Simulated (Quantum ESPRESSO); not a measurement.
# Hg (P6_3/mmc) in Quantum ESPRESSO: equation of state

How stiff is Hg in PBE, and what volume does it want? The cell is scaled to several volumes.

Program: Quantum ESPRESSO 7.5. These are calculated values, not measurements. Logs are shortened: lines on timing, memory, paths and dates and some standing lists are left out, and cuts for length are marked.

**1. The structure**

Symmetry: P6_3/mmc, No. 194, hexagonal system. The conventional cell has a = 3.462 Å, b = 3.462 Å, c = 5.488 Å, α = 90.00°, β = 90.00°, γ = 120.00°. Hg (site symmetry -6m2) has 12 Hg at 3.39 to 3.46 Å as nearest neighbours.

**2. Single point, PBE, 26.77 Å³/atom**

pw.in reads:

```
&CONTROL
  calculation = 'scf'
  prefix = 'pwscf'
  outdir = './tmp'
  pseudo_dir = './pseudo'
  tprnfor = .true.
  tstress = .true.
  disk_io = 'nowf'
/
&SYSTEM
  ibrav = 0
  nat = 2
  ntyp = 1
  ecutwfc = 60
  nbnd = 28
  occupations = 'smearing'
  smearing = 'fd'
  degauss = 0.00367493
/
&ELECTRONS
  conv_thr = 4d-10
  electron_maxstep = 120
  mixing_beta = 0.5
/
ATOMIC_SPECIES
Hg   200.5920 Hg_ONCV_PBE-1.0.oncvpsp.upf
CELL_PARAMETERS angstrom
   3.3911406328    0.0000000000    0.0000000000
  -1.6955703164    2.9368139358    0.0000000000
   0.0000000000    0.0000000000    5.3755260660
ATOMIC_POSITIONS crystal
Hg     0.3333333333    0.6666666667    0.2500000000
Hg     0.6666666667    0.3333333333    0.7500000000
K_POINTS automatic
9 9 5 0 0 0
```

Potentials or basis: SSSP 1.3 efficiency PBE.

Run with:

```
OMP_NUM_THREADS=1 pw.x -in pw.in > pw.out
```

pw.out:

```text
This program is part of the open-source Quantum ESPRESSO suite
     for quantum simulation of materials; please cite
[... 9 lines left out ...]
     --------------------
     sticks:   dense  smooth     PW     G-vecs:    dense   smooth      PW
     Sum         673     673    199                22671    22671    3681

     Using Slab Decomposition

     bravais-lattice index     =            0
     lattice parameter (alat)  =       6.4083  a.u.
     unit-cell volume          =     361.2766 (a.u.)^3
     number of atoms/cell      =            2
     number of atomic types    =            1
     number of electrons       =        40.00
     number of Kohn-Sham states=           28
     kinetic-energy cutoff     =      60.0000  Ry
     charge density cutoff     =     240.0000  Ry
     scf convergence threshold =      4.0E-10
     mixing beta               =       0.5000
     number of iterations used =            8  plain     mixing
     Exchange-correlation= PBE
                           (   1   4   3   4   0   0   0)

     celldm(1)=   6.408327  celldm(2)=   0.000000  celldm(3)=   0.000000
     celldm(4)=   0.000000  celldm(5)=   0.000000  celldm(6)=   0.000000

     crystal axes: (cart. coord. in units of alat)
               a(1) = (   1.000000   0.000000   0.000000 )
               a(2) = (  -0.500000   0.866025   0.000000 )
               a(3) = (   0.000000   0.000000   1.585168 )

     reciprocal axes: (cart. coord. in units 2 pi/alat)
               b(1) = (  1.000000  0.577350 -0.000000 )
               b(2) = (  0.000000  1.154701  0.000000 )
               b(3) = (  0.000000 -0.000000  0.630848 )

     PseudoPot. # 1 for Hg read from file:
     Hg_ONCV_PBE-1.0.oncvpsp.upf
     Pseudo is Norm-conserving, Zval = 20.0
     Generated using ONCVPSP code by D. R. Hamann
     Using radial grid of 1262 points,  8 beta functions with:
                l(1) =   0
                l(2) =   0
                l(3) =   1
                l(4) =   1
                l(5) =   2
                l(6) =   2
                l(7) =   3
                l(8) =   3

     atomic species   valence    mass     pseudopotential
     Hg               20.00   200.59200     Hg( 1.00)

     24 Sym. Ops., with inversion, found (12 have fractional translation)

   Cartesian axes

     site n.     atom                  positions (alat units)
         1        Hg     tau(   1) = (  -0.0000000   0.5773503   0.3962919  )
         2        Hg     tau(   2) = (   0.5000000   0.2886751   1.1888757  )

     number of k points=    36  Fermi-Dirac smearing, width (Ry)=  0.0037
                       cart. coord. in units 2pi/alat
        k(    1) = (   0.0000000   0.0000000   0.0000000), wk =   0.0049383
        k(    2) = (   0.0000000   0.0000000   0.1261696), wk =   0.0098765
        k(    3) = (   0.0000000   0.0000000   0.2523393), wk =   0.0098765
        k(    4) = (   0.0000000   0.1283001   0.0000000), wk =   0.0296296
        k(    5) = (   0.0000000   0.1283001   0.1261696), wk =   0.0592593
        k(    6) = (   0.0000000   0.1283001   0.2523393), wk =   0.0592593
[... 28 lines left out ...]
        k(   35) = (   0.3333333   0.5773503   0.1261696), wk =   0.0197531
        k(   36) = (   0.3333333   0.5773503   0.2523393), wk =   0.0197531

     Dense  grid:    22671 G-vectors     FFT dimensions: (  32,  32,  54)

     Initial potential from superposition of free atoms

     starting charge      39.9999, renormalised to      40.0000
     Starting wfcs are   20 randomized atomic wfcs +    8 random wfcs

     Self-consistent Calculation

     iteration #  1     ecut=    60.00 Ry     beta= 0.50
     Davidson diagonalization with overlap
     ethr =  1.00E-02,  avg # of iterations =  7.0

     Threshold (ethr) on eigenvalues was too large:
     Diagonalizing with lowered threshold

     Davidson diagonalization with overlap
     c_bands:  1 eigenvalues not converged
     ethr =  2.58E-05,  avg # of iterations =  7.2

     total energy              =    -620.27826032 Ry
     estimated scf accuracy    <       0.01035954 Ry

     iteration #  2     ecut=    60.00 Ry     beta= 0.50
     Davidson diagonalization with overlap
     ethr =  2.59E-05,  avg # of iterations =  2.1

     total energy              =    -620.28042608 Ry
     estimated scf accuracy    <       0.00069028 Ry

     iteration #  3     ecut=    60.00 Ry     beta= 0.50
     Davidson diagonalization with overlap
     ethr =  1.73E-06,  avg # of iterations =  2.2

     total energy              =    -620.28049248 Ry
     estimated scf accuracy    <       0.00014995 Ry

     iteration #  4     ecut=    60.00 Ry     beta= 0.50
     Davidson diagonalization with overlap
     ethr =  3.75E-07,  avg # of iterations =  2.0

     total energy              =    -620.28050394 Ry
     estimated scf accuracy    <       0.00001075 Ry

     iteration #  5     ecut=    60.00 Ry     beta= 0.50
     Davidson diagonalization with overlap
     ethr =  2.69E-08,  avg # of iterations =  2.8

     total energy              =    -620.28050343 Ry
     estimated scf accuracy    <       0.00001756 Ry

     iteration #  6     ecut=    60.00 Ry     beta= 0.50
     Davidson diagonalization with overlap
     ethr =  2.69E-08,  avg # of iterations =  2.0

     total energy              =    -620.28050828 Ry
     estimated scf accuracy    <       0.00000063 Ry

     iteration #  7     ecut=    60.00 Ry     beta= 0.50
     Davidson diagonalization with overlap
     ethr =  1.58E-09,  avg # of iterations =  2.0

     total energy              =    -620.28050843 Ry
     estimated scf accuracy    <          1.2E-09 Ry

     iteration #  8     ecut=    60.00 Ry     beta= 0.50
     Davidson diagonalization with overlap
     ethr =  3.11E-12,  avg # of iterations =  5.0

     total energy              =    -620.28050843 Ry
     estimated scf accuracy    <          5.2E-10 Ry

     iteration #  9     ecut=    60.00 Ry     beta= 0.50
     Davidson diagonalization with overlap
     ethr =  1.30E-12,  avg # of iterations =  1.0

     total energy              =    -620.28050843 Ry
     estimated scf accuracy    <          4.5E-10 Ry

     iteration # 10     ecut=    60.00 Ry     beta= 0.50
     Davidson diagonalization with overlap
     ethr =  1.13E-12,  avg # of iterations =  2.0

     End of self-consistent calculation

          k = 0.0000 0.0000 0.0000 (  2827 PWs)   bands (ev):

  -102.1492-102.1486 -50.4849 -50.4686 -50.4686 -50.4645 -50.4645 -50.4630
     4.4342   5.1840   5.9407   5.9407   5.9424   6.0528   6.0528   6.1494
     6.1494   6.7324   6.7324  10.9530  11.5603  23.5481  23.5481  24.6845
    25.8727  25.8727  25.9082  26.4642

          k = 0.0000 0.0000 0.1262 (  2809 PWs)   bands (ev):

  -102.1492-102.1487 -50.4828 -50.4682 -50.4682 -50.4651 -50.4649 -50.4649
     4.6757   5.2292   5.8867   5.8867   5.9168   6.0085   6.0085   6.2710
     6.2710   6.7121   6.7121   8.9043  14.0698  23.7178  23.7178  24.2897
    24.8028  25.6013  25.6013  25.6190

          k = 0.0000 0.0000 0.2523 (  2815 PWs)   bands (ev):

  -102.1490-102.1488 -50.4773 -50.4706 -50.4672 -50.4672 -50.4659 -50.4659
     5.2208   5.3254   5.8656   5.8656   5.9206   5.9206   6.0391   6.4681
     6.4681   6.6285   6.6285   7.0999  17.2651  20.7925  24.2118  24.2118
    24.7403  24.9308  24.9308  25.0854

          k = 0.0000 0.1283 0.0000 (  2829 PWs)   bands (ev):

  -102.1492-102.1486 -50.4842 -50.4700 -50.4691 -50.4661 -50.4648 -50.4634
     4.6709   5.2870   5.8407   6.0254   6.0280   6.0754   6.0860   6.1044
     6.1321   6.6026   6.7524  11.0525  11.9753  21.1673  22.4636  23.9835
    25.9742  26.5685  26.6437  26.7190

          k = 0.0000 0.1283 0.1262 (  2813 PWs)   bands (ev):

  -102.1491-102.1487 -50.4823 -50.4695 -50.4687 -50.4672 -50.4652 -50.4646
     4.9016   5.3381   5.8359   5.9310   5.9498   5.9823   6.0858   6.2559
     6.2768   6.5686   6.7256   9.1863  14.3033  21.3866  22.7046  23.7756
    24.5957  24.8081  25.7968  25.8224

          k = 0.0000 0.1283 0.2523 (  2824 PWs)   bands (ev):

  -102.1490-102.1488 -50.4774 -50.4715 -50.4682 -50.4676 -50.4665 -50.4663
     5.4123   5.4609   5.8061   5.8664   5.9331   5.9781   5.9950   6.3758
     6.4596   6.6221   6.6293   7.4841  17.4268  20.8569  22.0420  23.0812
    23.4099  24.5074  24.5074  24.9914

          k = 0.0000 0.2566 0.0000 (  2830 PWs)   bands (ev):

  -102.1491-102.1486 -50.4822 -50.4737 -50.4704 -50.4700 -50.4656 -50.4647
     5.2138   5.4148   5.8835   5.8855   6.0029   6.0388   6.2573   6.3420
     6.3577   6.3846   6.7906  11.3979  13.0590  17.8251  20.8825  22.0861
    24.0740  24.3350  25.9758  26.0483

          k = 0.0000 0.2566 0.1262 (  2832 PWs)   bands (ev):

  -102.1490-102.1486 -50.4811 -50.4727 -50.4713 -50.4699 -50.4661 -50.4654
     5.3125   5.4725   5.8386   5.9098   6.0148   6.0547   6.2914   6.3277
     6.3344   6.4955   6.7513   9.8946  14.9247  18.1541  21.0192  21.1870
    23.9227  24.6949  24.9729  25.3988

          k = 0.0000 0.2566 0.2523 (  2832 PWs)   bands (ev):

  -102.1489-102.1487 -50.4784 -50.4747 -50.4702 -50.4687 -50.4674 -50.4673
     5.4822   5.6328   5.7011   5.8450   6.0744   6.1510   6.1827   6.2654
     6.4778   6.6380   7.0595   8.2304  17.4664  19.3061  19.3978  21.8221
    22.0619  23.3969  24.1743  24.6642

          k = 0.0000 0.3849 0.0000 (  2834 PWs)   bands (ev):

  -102.1489-102.1486 -50.4794 -50.4778 -50.4745 -50.4718 -50.4667 -50.4665
     5.3275   5.4232   5.6285   5.9016   6.1006   6.2449   6.3099   6.5297
     6.6031   6.8208   7.3186  12.0003  14.5410  14.8870  19.0501  19.6068
    21.6077  23.8927  24.6966  25.0110
[... 136 lines left out ...]
  -102.1487-102.1486 -50.4807 -50.4794 -50.4729 -50.4718 -50.4690 -50.4673
     5.4810   5.4819   5.7857   5.9312   6.0228   6.1526   6.2022   6.3602
     6.7381   6.8286   8.9836  10.1472  15.1530  16.0324  17.6107  18.2574
    20.5111  22.9570  26.4570  27.2606

          k = 0.2222 0.5132 0.0000 (  2856 PWs)   bands (ev):

  -102.1487-102.1486 -50.4793 -50.4767 -50.4752 -50.4745 -50.4705 -50.4702
     5.4249   5.5525   5.6595   5.8852   6.0954   6.1387   6.2749   6.6089
     6.7804   6.7806   9.6888  11.5794  14.2971  15.8929  16.9264  17.7611
    19.6498  20.0017  22.2711  28.0292

          k = 0.2222 0.5132 0.1262 (  2843 PWs)   bands (ev):

  -102.1487-102.1486 -50.4802 -50.4785 -50.4757 -50.4723 -50.4710 -50.4686
     5.4191   5.5773   5.6846   5.8256   5.9825   6.2694   6.3382   6.6094
     6.6555   6.8108   9.9140  11.7482  13.8406  15.1162  16.4278  18.5254
    19.3408  21.2887  23.5326  28.1356

          k = 0.2222 0.5132 0.2523 (  2842 PWs)   bands (ev):

  -102.1487-102.1486 -50.4814 -50.4806 -50.4749 -50.4732 -50.4687 -50.4676
     5.4224   5.5222   5.7603   5.8415   5.9912   6.2802   6.3634   6.4011
     6.7274   6.8180  10.5884  11.5445  13.3862  14.3566  16.2586  17.3452
    21.6577  22.9846  25.5795  27.0281

          k = 0.3333 0.5774 0.0000 (  2844 PWs)   bands (ev):

  -102.1486-102.1486 -50.4789 -50.4757 -50.4757 -50.4726 -50.4726 -50.4725
     5.3913   5.7224   5.7224   5.9770   5.9770   5.9948   6.3578   6.6761
     6.6761   6.7656  10.9393  10.9393  13.4138  17.2919  17.2919  17.9324
    18.4226  18.4226  21.6080  30.9003

          k = 0.3333 0.5774 0.1262 (  2865 PWs)   bands (ev):

  -102.1486-102.1486 -50.4783 -50.4782 -50.4782 -50.4731 -50.4701 -50.4701
     5.4872   5.6285   5.6285   6.0101   6.0499   6.0499   6.3338   6.6190
     6.7012   6.7012  11.1610  11.1610  13.7424  15.6545  15.6545  17.1638
    20.4128  20.4128  22.6427  30.0766

          k = 0.3333 0.5774 0.2523 (  2859 PWs)   bands (ev):

  -102.1486-102.1486 -50.4803 -50.4803 -50.4767 -50.4747 -50.4680 -50.4680
     5.5260   5.5260   5.7444   5.9938   6.1201   6.1201   6.2838   6.3372
     6.7391   6.7391  11.6846  11.6846  14.1813  14.1813  14.6193  15.8380
    22.7743  22.7743  24.7754  27.3665

     the Fermi energy is    12.1355 ev

!    total energy              =    -620.28050843 Ry
     estimated scf accuracy    <          5.3E-11 Ry
     smearing contrib. (-TS)   =      -0.00027555 Ry
     internal energy E=F+TS    =    -620.28023288 Ry

     The total energy is F=E-TS. E is the sum of the following terms:
     one-electron contribution =    -322.25508327 Ry
     hartree contribution      =     165.52974686 Ry
     xc contribution           =     -54.87372049 Ry
     ewald contribution        =    -408.68117597 Ry

     convergence has been achieved in  10 iterations

     Forces acting on atoms (cartesian axes, Ry/au):

     atom    1 type  1   force =     0.00000000    0.00000000    0.00000000
     atom    2 type  1   force =     0.00000000    0.00000000    0.00000000

     Total force =     0.000000     Total SCF correction =     0.000000

     Computing stress (Cartesian axis) and pressure

          total   stress  (Ry/bohr**3)                   (kbar)     P=       14.66
   0.00008565   0.00000000   0.00000000           12.60        0.00        0.00
   0.00000000   0.00008565  -0.00000000            0.00       12.60       -0.00
   0.00000000   0.00000000   0.00012763            0.00        0.00       18.77

=------------------------------------------------------------------------------=
   JOB DONE.
=------------------------------------------------------------------------------=
```

Wall time 46 s (1 thread of Arm Neoverse V1, shared host); peak memory 0.1 GiB.

Results:

```
Free energy            : -8439.3462 eV
Pressure               : 1.5 GPa
Band gap on the k mesh : none (metal or under the smearing width)
```

**3. Single point, PBE, 27.34 Å³/atom**

Changes to pw.in since step 2:

```diff
@@ -27,5 +27,5 @@
 CELL_PARAMETERS angstrom
-   3.3911406328    0.0000000000    0.0000000000
-  -1.6955703164    2.9368139358    0.0000000000
-   0.0000000000    0.0000000000    5.3755260660
+   3.4150226917    0.0000000000    0.0000000000
+  -1.7075113459    2.9574964055    0.0000000000
+   0.0000000000    0.0000000000    5.4133831306
 ATOMIC_POSITIONS crystal
```

Potentials or basis: SSSP 1.3 efficiency PBE.

Run with:

```
OMP_NUM_THREADS=1 pw.x -in pw.in > pw.out
```

Wall time 39 s (1 thread of Arm Neoverse V1, shared host); peak memory 0.11 GiB.

It converged, with:

| Quantity | Value |
| --- | --- |
| Free energy | -8439.3562 eV |
| Pressure | 1.2 GPa |
| Band gap on the k mesh | none (metal or under the smearing width) |

**4. Single point, PBE, 27.91 Å³/atom**

Changes to pw.in since step 3:

```diff
@@ -27,5 +27,5 @@
 CELL_PARAMETERS angstrom
-   3.4150226917    0.0000000000    0.0000000000
-  -1.7075113459    2.9574964055    0.0000000000
-   0.0000000000    0.0000000000    5.4133831306
+   3.4385753166    0.0000000000    0.0000000000
+  -1.7192876583    2.9778935770    0.0000000000
+   0.0000000000    0.0000000000    5.4507179872
 ATOMIC_POSITIONS crystal
```

Run with:

```
OMP_NUM_THREADS=1 pw.x -in pw.in > pw.out
```

Wall time 55 s (1 thread of Arm Neoverse V1, shared host); peak memory 0.11 GiB.

The run converged. Its results:

* Free energy: -8439.3643 eV
* Pressure: 0.9 GPa
* Band gap on the k mesh: none (metal or under the smearing width)

**5. Single point, PBE, 28.48 Å³/atom**

Changes to pw.in since step 4:

```diff
@@ -27,5 +27,5 @@
 CELL_PARAMETERS angstrom
-   3.4385753166    0.0000000000    0.0000000000
-  -1.7192876583    2.9778935770    0.0000000000
-   0.0000000000    0.0000000000    5.4507179872
+   3.4618096384    0.0000000000    0.0000000000
+  -1.7309048192    2.9980150899    0.0000000000
+   0.0000000000    0.0000000000    5.4875482800
 ATOMIC_POSITIONS crystal
```

Run with:

```
OMP_NUM_THREADS=1 pw.x -in pw.in > pw.out
```

Wall time 55 s (1 thread of Arm Neoverse V1, shared host); peak memory 0.11 GiB.

It converged, with:

| Quantity | Value |
| --- | --- |
| Free energy | -8439.3710 eV |
| Pressure | 0.8 GPa |
| Band gap on the k mesh | none (metal or under the smearing width) |

**6. Single point, PBE, 29.05 Å³/atom**

Changes to pw.in since step 5:

```diff
@@ -27,5 +27,5 @@
 CELL_PARAMETERS angstrom
-   3.4618096384    0.0000000000    0.0000000000
-  -1.7309048192    2.9980150899    0.0000000000
-   0.0000000000    0.0000000000    5.4875482800
+   3.4847361982    0.0000000000    0.0000000000
+  -1.7423680991    3.0178700731    0.0000000000
+   0.0000000000    0.0000000000    5.5238907185
 ATOMIC_POSITIONS crystal
```

Potentials or basis: SSSP 1.3 efficiency PBE.

Run with:

```
OMP_NUM_THREADS=1 pw.x -in pw.in > pw.out
```

Wall time 56 s (1 thread of Arm Neoverse V1, shared host); peak memory 0.11 GiB.

Results (log left out):

```
Free energy            : -8439.3762 eV
Pressure               : 0.6 GPa
Band gap on the k mesh : none (metal or under the smearing width)
```

**7. Single point, PBE, 29.62 Å³/atom**

Changes to pw.in since step 6:

```diff
@@ -27,5 +27,5 @@
 CELL_PARAMETERS angstrom
-   3.4847361982    0.0000000000    0.0000000000
-  -1.7423680991    3.0178700731    0.0000000000
-   0.0000000000    0.0000000000    5.5238907185
+   3.5073649894    0.0000000000    0.0000000000
+  -1.7536824947    3.0374671811    0.0000000000
+   0.0000000000    0.0000000000    5.5597611438
 ATOMIC_POSITIONS crystal
```

Run with:

```
OMP_NUM_THREADS=1 pw.x -in pw.in > pw.out
```

Wall time 56 s (1 thread of Arm Neoverse V1, shared host); peak memory 0.11 GiB.

The run converged. Its results:

```yaml
Free_energy: -8439.3799 eV
Pressure: 0.3 GPa
Band_gap_on_the_k_mesh: none (metal or under the smearing width)
```

**8. Single point, PBE, 30.19 Å³/atom**

Changes to pw.in since step 7:

```diff
@@ -27,5 +27,5 @@
 CELL_PARAMETERS angstrom
-   3.5073649894    0.0000000000    0.0000000000
-  -1.7536824947    3.0374671811    0.0000000000
-   0.0000000000    0.0000000000    5.5597611438
+   3.5297054961    0.0000000000    0.0000000000
+  -1.7648527480    3.0568146275    0.0000000000
+   0.0000000000    0.0000000000    5.5951745899
 ATOMIC_POSITIONS crystal
```

Run with:

```
OMP_NUM_THREADS=1 pw.x -in pw.in > pw.out
```

Run time: 56 s. Hardware: 1 thread of Arm Neoverse V1, shared host; peak memory 0.12 GiB.

The run converged. Its results:

```
Free energy            : -8439.3821 eV
Pressure               : 0.1 GPa
Band gap on the k mesh : none (metal or under the smearing width)
```

**9. Equation of state, PBE**

Potentials or basis: SSSP 1.3 efficiency PBE.

No new run: the results of the series are fitted here.

Results:

```
Equilibrium volume                        : 30.89 Å³/atom (rough: see the caveat)
Bulk modulus at fixed shape and positions : 9.7 GPa (rough)
```

Energy against volume, from the lowest point:
```csv
volume (Å³/atom),energy (meV/atom)
26.768,17.95
27.337,12.96
27.907,8.91
28.476,5.59
29.046,2.96
29.615,1.11
30.185,0.00
```

Caveat: the fit is doubtful: noisy points or a state that changes with volume; the minimum lies outside the volumes run; the cell was scaled at fixed shape and fractional positions, which overstates the stiffness of a crystal with free parameters, most of all of layers and chains.
